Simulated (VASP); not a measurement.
Input of a VASP 6.6.1 run:

INCAR

```
PREC     = Accurate       # precision mode
ENCUT    = 520            # plane-wave cutoff, eV
EDIFF    = 1E-7           # SCF threshold, eV
ISMEAR   = 0              # smearing method
SIGMA    = 0.1            # smearing width, eV
LREAL    = F              # projectors in reciprocal space
LASPH    = T              # aspherical terms in the spheres
NELM     = 80             # most SCF steps
ALGO     = Fast           # electronic algorithm
ISIF     = 2              # what is computed and relaxed
LWAVE    = F              # write WAVECAR
LCHARG   = F              # write CHGCAR
GGA      = PE             # functional
NBANDS   = 12             # bands
```

File KPOINTS:

```
regular mesh
0
Gamma
  6 6 6
```

POSCAR

```
Ta
1.0
   -1.6512800000      1.6512800000      1.6512800000
    1.6512800000     -1.6512800000      1.6512800000
    1.6512800000      1.6512800000     -1.6512800000
Ta
1
Direct
    0.0000000000      0.0000000000      0.0000000000
```

Potentials or basis: VASP PAW PBE potentials, release 64 (Ta_pv).

Run with:

```bash
$ cat potpaw_PBE.64/Ta_pv/POTCAR > POTCAR
$ mpirun -np 1 vasp_std > vasp.out
```

Task: Predict the band gap on the k mesh.

Result: None (metal or under the smearing width).

Task: What does it give for the pressure?

Result: 5.5 GPa.

Caveat: the k mesh is coarse (spacing up to 0.45 Å⁻¹), so the values aren't converged. The run has no spin-orbit coupling, so splittings on Ta are missing.
